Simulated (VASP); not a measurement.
# Se (P4/mmm) in VASP: settings compared

One crystal, Se, is run at these levels: PBE, revPBE+D3, PBEsol+rVV10; tasks: relaxation of cell and atoms, electrostatic potential, molecular dynamics.

Program: VASP 6.6.1. These are calculated values, not measurements. Logs are shortened: lines on timing, memory, paths and dates and some standing lists are left out, and cuts for length are marked.

## 1. The structure

Symmetry: P4/mmm, No. 123, tetragonal system. Conventional cell: a = 2.635 Å, b = 2.635 Å, c = 4.355 Å, α = 90.00°, β = 90.00°, γ = 90.00°. Se (site symmetry 4/mmm) is surrounded by 4 Se at 2.63 Å.

The cell was built by a generator and needn't be a form met in nature.

## 2. Relaxation of cell and atoms, PBE

The input, INCAR:

```
SYSTEM = Se
PREC = Accurate ; ENCUT = 600
EDIFF = 1E-6 ; ISMEAR = 0
SIGMA = 0.05 ; LREAL = .False.
LASPH = .True. ; NELM = 80
ALGO = Normal ; ISIF = 3
LWAVE = .False. ; LCHARG = .False.
GGA = PE ; IBRION = 2
NSW = 40 ; EDIFFG = -0.01
```

The input, KPOINTS:

```
regular mesh
0
Gamma
  10 10 6
  0 0 0
```

The input, POSCAR:

```
Se
1.0
    2.6349700000      0.0000000000      0.0000000000
    0.0000000000      2.6349700000      0.0000000000
    0.0000000000      0.0000000000      4.3548700000
Se
1
Direct
    0.5000000000      0.5000000000      0.0000000000
```

Potentials or basis: VASP PAW PBE potentials, release 64 (Se).

Run with:

```bash
cat potpaw_PBE.64/Se/POTCAR > POTCAR
mpirun -np 1 vasp_std > vasp.out
```

OUTCAR:

```text
SYSTEM = Se
   PREC = Accurate
   ENCUT = 600
   EDIFF = 1E-6
   ISMEAR = 0
   LREAL = .False.
   LASPH = .True.
   NELM = 80
   ISIF = 3
   GGA = PE
   IBRION = 2
   NSW = 40
   EDIFFG = -0.01

 ion  position               nearest neighbor table
   1  0.500  0.500  0.000-

  LATTYP: Found a simple tetragonal cell.
 ALAT       =     2.6349700000
 C/A-ratio  =     1.6527209038

  Lattice vectors:

 A1 = (   2.6349700000,   0.0000000000,   0.0000000000)
 A2 = (   0.0000000000,   2.6349700000,   0.0000000000)
 A3 = (   0.0000000000,   0.0000000000,   4.3548700000)

Analysis of symmetry for initial positions (statically):
=====================================================================
 Subroutine PRICEL returns:
 Original cell was already a primitive cell.

 Routine SETGRP: Setting up the symmetry group for a
 simple tetragonal supercell.

 Subroutine GETGRP returns: Found 16 space group operations
 (whereof 16 operations were pure point group operations)
 out of a pool of 16 trial point group operations.

The static configuration has the point symmetry D_4h.

Analysis of symmetry for dynamics (positions and initial velocities):
=====================================================================
 Subroutine PRICEL returns:
 Original cell was already a primitive cell.

 Routine SETGRP: Setting up the symmetry group for a
 simple tetragonal supercell.

 Subroutine GETGRP returns: Found 16 space group operations
 (whereof 16 operations were pure point group operations)
 out of a pool of 16 trial point group operations.

The dynamic configuration has the point symmetry D_4h.

 Subroutine INISYM returns: Found 16 space group operations
 (whereof 16 operations are pure point group operations),
 and found     1 'primitive' translations

----------------------------------------------------------------------------------------

                                     Primitive cell

  volume of cell :      30.2362

  direct lattice vectors                    reciprocal lattice vectors
     2.634970000  0.000000000  0.000000000     0.379510962  0.000000000  0.000000000
     0.000000000  2.634970000  0.000000000     0.000000000  0.379510962  0.000000000
     0.000000000  0.000000000  4.354870000     0.000000000  0.000000000  0.229627980

  length of vectors
     2.634970000  2.634970000  4.354870000     0.379510962  0.379510962  0.229627980

  position of ions in fractional coordinates (direct lattice)
     0.500000000  0.500000000  0.000000000

  ion indices of the primitive-cell ions
   primitive index   ion index
                 1           1

----------------------------------------------------------------------------------------

 KPOINTS: regular mesh

Automatic generation of k-mesh.
 Grid dimensions read from file:
 generate k-points for:   10   10    6

 Generating k-lattice:

  Cartesian coordinates                     Fractional coordinates (reciprocal lattice)
     0.037951096  0.000000000  0.000000000     0.100000000  0.000000000  0.000000000
     0.000000000  0.037951096  0.000000000     0.000000000  0.100000000  0.000000000
     0.000000000  0.000000000  0.038271330     0.000000000  0.000000000  0.166666667

  Length of vectors
     0.037951096  0.037951096  0.038271330

  Shift w.r.t. Gamma in fractional coordinates (k-lattice)
     0.000000000  0.000000000  0.000000000

 Subroutine IBZKPT returns following result:
 ===========================================

 Found     84 irreducible k-points:

 Following reciprocal coordinates:
            Coordinates               Weight
  0.000000  0.000000  0.000000      1.000000
  0.100000  0.000000  0.000000      4.000000
  0.200000  0.000000  0.000000      4.000000
  0.300000  0.000000  0.000000      4.000000
  0.400000  0.000000  0.000000      4.000000
  0.500000  0.000000  0.000000      2.000000
[... 16 lines left out ...]
  0.100000  0.000000  0.166667      8.000000
  0.200000  0.000000  0.166667      8.000000
 [... further k-points ...]
   k-points           NKPTS =     84   k-points in BZ     NKDIM =     84   number of bands    NBANDS=      7
   number of dos      NEDOS =    301   number of ions     NIONS =      1
   total plane-waves  NPLWV =  20736
   dimension x,y,z NGX =    24 NGY =   24 NGZ =   36
   dimension x,y,z NGXF=    48 NGYF=   48 NGZF=   72
   ions per type =               1
   NGX,Y,Z   is equivalent  to a cutoff of  15.14, 15.14, 13.74 a.u.
   NGXF,Y,Z  is equivalent  to a cutoff of  30.28, 30.28, 27.49 a.u.
 SYSTEM =  Se
   PREC   = accura    normal or accurate (medium, high low for compatibility)
   ISTART =      0    job   : 0-new  1-cont  2-samecut
   ICHARG =      2    charge: 1-file 2-atom 10-const
   ISPIN  =      1    spin polarized calculation?
   LNONCOLLINEAR =      F non collinear calculations
   LSORBIT =      F    spin-orbit coupling
   LASPH  =      T    aspherical Exc in radial PAW
   ENCUT  =  600.0 eV  44.10 Ry    6.64 a.u.   5.26  5.26  8.70*2*pi/ulx,y,z
   NELM   =     80;   NELMIN=  2; NELMDL= -5     # of ELM steps
   EDIFF  = 0.1E-05   stopping-criterion for ELM
   LREAL  =      F    real-space projection
   EDIFFG = -.1E-01   stopping-criterion for IOM
   NSW    =     40    number of steps for IOM
   IBRION =      2    ionic relax: 0-MD 1-quasi-New 2-CG
   NFREE  =      1    steps in history (QN), initial steepest desc. (CG)
   ISIF   =      3    stress and relaxation
   ISYM   =      2    0-nonsym 1-usesym 2-fastsym
   POTIM  = 0.5000    time-step for ionic-motion
   TEBEG  =    0.0;   TEEND  =   0.0 temperature during run
   PSTRESS=    0.0 pullay stress
   NELECT =       6.0000    total number of electrons
   NUPDOWN=      -1.0000    fix difference up-down
   EMIN   =  10.00;   EMAX   =-10.00  energy-range for DOS
   EFERMI =   0.00;   METHOD = LEGACY
   ISMEAR =     0;   SIGMA  =   0.05  broadening in eV -4-tet -1-fermi 0-gaus
   EFERMI_NEDOS =   21; number of points for ismear=-14 and -15
   IALGO  =     38    algorithm
   IMIX   =      4    mixing-type and parameters
     AMIX     =   0.40;   BMIX     =  1.00
     AMIX_MAG =   1.60;   BMIX_MAG =  1.00
  volume/ion in A,a.u.               =      30.24       204.04
  Fermi-wavevector in a.u.,A,eV,Ry     =   0.954882  1.804465 12.405789  0.911800
  Thomas-Fermi vector in A             =   2.083669
   LORBIT       =      0    0 simple, 1 ext, 2 COOP (PROOUT), +10 PAW based schemes
   GGA     = PE    functional components
   LHFCALC =     F    Hartree Fock is set to
   AEXX    =    0.0000 exact exchange contribution
   IVDW    =     0    specifies the selected vdW correction
   LEPSILON=     F    determine dielectric tensor
   LRPA    =     F    only Hartree local field effects (RPA)
 conjugate gradient relaxation of ions
 non-spin polarized calculation
 Gauss-broadening in eV      SIGMA  =   0.05
  energy-cutoff  :      600.00
  volume of cell :       30.24
 maximum number of plane-waves:      1026
 NGX is ok and might be reduce to    24
   NGX = 11   NGY = 11   NGZ = 17

--------------------------------------- Ionic step        1  -------------------------------------------

 number of electron       6.0000001 magnetization

 Free energy of the ion-electron system (eV)
  ---------------------------------------------------
  ext. energy  EPLUGINS =         0.00000000
  ---------------------------------------------------
  free energy    TOTEN  =        -3.30598505 eV

  energy without entropy =       -3.30554159  energy(sigma->0) =       -3.30576332

------------------------ aborting loop because EDIFF is reached ----------------------------------------

  FORCE on cell =-STRESS in cart. coord.  units (eV):
  Direction    XX          YY          ZZ          XY          YZ          ZX
  --------------------------------------------------------------------------------------
  -------------------------------------------------------------------------------------
  Total       -0.0669610     -0.0669610     -0.0167010      0.0000000      0.0000000      0.0000000
  in kB       -3.5481806     -3.5481806     -0.8849644      0.0000000      0.0000000      0.0000000
  external PRESSURE =      -2.6604418 kB  Pullay stress =       0.0000000 kB
[... 265 lines left out ...]
  energy  without entropy=       -3.3057025046  energy(sigma->0) =       -3.30598912

--------------------------------------- Ionic step        9  -------------------------------------------

 number of electron       6.0000000 magnetization

 Free energy of the ion-electron system (eV)
  ---------------------------------------------------
  ext. energy  EPLUGINS =         0.00000000
  ---------------------------------------------------
  free energy    TOTEN  =        -3.30627948 eV

  energy without entropy =       -3.30569357  energy(sigma->0) =       -3.30598652

 E-fermi :   1.8494     XC(G=0):  -8.3397

 val. band max:        1.8104624956   @ k =   0.5000   0.2000   0.0000
 cond. band min:       1.8788604247   @ k =   0.5000   0.3000   0.3333
 fundamental gap:      0.0683979291
 Fermi energy:         1.8494165192

 k-point     1 :       0.0000    0.0000    0.0000
  band No.  band energies     occupation
      1     -13.7003      2.00000
      2      -1.3737      2.00000
      3       5.6495      0.00000
      4       5.7878      0.00000
      5       5.7878      0.00000
      6      11.5641      0.00000
      7      13.6656      0.00000
[... 221 lines left out ...]
 k-point    24 :       0.2000    0.0000    0.1667
  band No.  band energies     occupation
      1     -12.9515      2.00000
      2      -1.0533      2.00000
      3       1.0499      2.00000
      4       6.3693      0.00000
      5       7.3800      0.00000
      6      13.2663      0.00000
      7      14.0484      0.00000

 [... further k-points ...]

------------------------ aborting loop because EDIFF is reached ----------------------------------------

  FORCE on cell =-STRESS in cart. coord.  units (eV):
  Direction    XX          YY          ZZ          XY          YZ          ZX
  --------------------------------------------------------------------------------------
  -------------------------------------------------------------------------------------
  Total       -0.0059552     -0.0059552     -0.0033883      0.0000000      0.0000000     -0.0000000
  in kB       -0.3231808     -0.3231808     -0.1838797      0.0000000      0.0000000     -0.0000000
  external PRESSURE =      -0.2767471 kB  Pullay stress =       0.0000000 kB
[... 16 lines left out ...]
  FREE ENERGIE OF THE ION-ELECTRON SYSTEM (eV)
  ---------------------------------------------------
  free  energy   TOTEN  =        -3.3062794760 eV

  energy  without entropy=       -3.3056935675  energy(sigma->0) =       -3.30598652

 reached required accuracy - stopping structural energy minimisation
```

Run time: 46 s. Hardware: 1 thread of AMD EPYC 9R45 (Zen 5), shared host; peak memory 0.15 GiB.

Results:

| Item | Value |
| --- | --- |
| Free energy | -3.3063 eV |
| Relaxed volume | 29.52 Å³/atom |
| Relaxed cell | a = 2.631 Å, b = 2.631 Å, c = 4.264 Å, α = 90.00°, β = 90.00°, γ = 90.00° |
| Space group after relaxing (to 0.05 Å) | P4/mmm (No. 123) |
| Energy gained by relaxing | 0.3 meV/atom |
| Ionic steps | 9 |
| Pressure after relaxing | 0.0 GPa |
| Band gap on the k mesh | none (metal or under the smearing width) |

The path:
```csv
step,energy change (eV),largest force (eV/Å),pressure (GPa),volume (Å³)
1,0.0000,0.0000,-0.27,30.24
2,0.0000,0.0000,0.23,30.02
3,-0.0001,0.0000,-0.03,30.12
4,-0.0001,0.0000,0.00,30.09
5,-0.0002,0.0000,0.03,30.01
6,-0.0002,0.0000,0.03,29.85
7,-0.0003,0.0000,0.08,29.53
8,-0.0003,0.0000,0.03,29.53
9,-0.0003,0.0000,-0.03,29.52
```

Final structure:
```
Se
1.0
     2.63131    0.00000    0.00000
     0.00000    2.63131    0.00000
     0.00000    0.00000    4.26404
Se
1
Direct
  0.50000 0.50000 0.00000
```

## 3. Electrostatic potential, revPBE+D3, spin-orbit coupling, no magnetisation

The input, INCAR:

```
SYSTEM = Se
  PREC = Accurate
  ENCUT = 520
  EDIFF = 1E-6
  ISMEAR = 0
  SIGMA = 0.01
  LREAL = .FALSE.
  LASPH = .TRUE.
  NELM = 80
  ALGO = Fast
  ISIF = 2
  LWAVE = .FALSE.
  LCHARG = .TRUE.
  MAGMOM = 0 0 0
  LORBIT = 11
  LSORBIT = .TRUE.
  GGA_COMPAT = .FALSE.
  GGA = RE
  IVDW = 11
  LVHAR = .TRUE.
```

The input, KPOINTS:

```
regular mesh
0
G
  7 7 5
  0 0 0
```

POSCAR is that of step 2.

Potentials or basis: VASP PAW PBE potentials, release 64 (Se).

Run with:

```bash
cat potpaw_PBE.64/Se/POTCAR > POTCAR
mpirun -np 1 vasp_ncl > vasp.out
```

Wall time 15 s (1 thread of AMD EPYC 9R45 (Zen 5), shared host); peak memory 0.17 GiB.

The run converged. Its results:

```
Free energy                                           : -3.3903 eV
Pressure                                              : -0.1 GPa
Valence electrons inside the program's atomic spheres : Se 3.70
Dispersion energy per atom                            : -0.283 eV
```

Stress tensor (GPa, compression positive):
```
 1.16  0.00  0.00
 0.00  1.16  0.00
 0.00  0.00 -2.67
```

Caveat: the PAW data sets were made with another functional, which shifts forces and pressure a little.

(Part 1 of 2 ends here.)
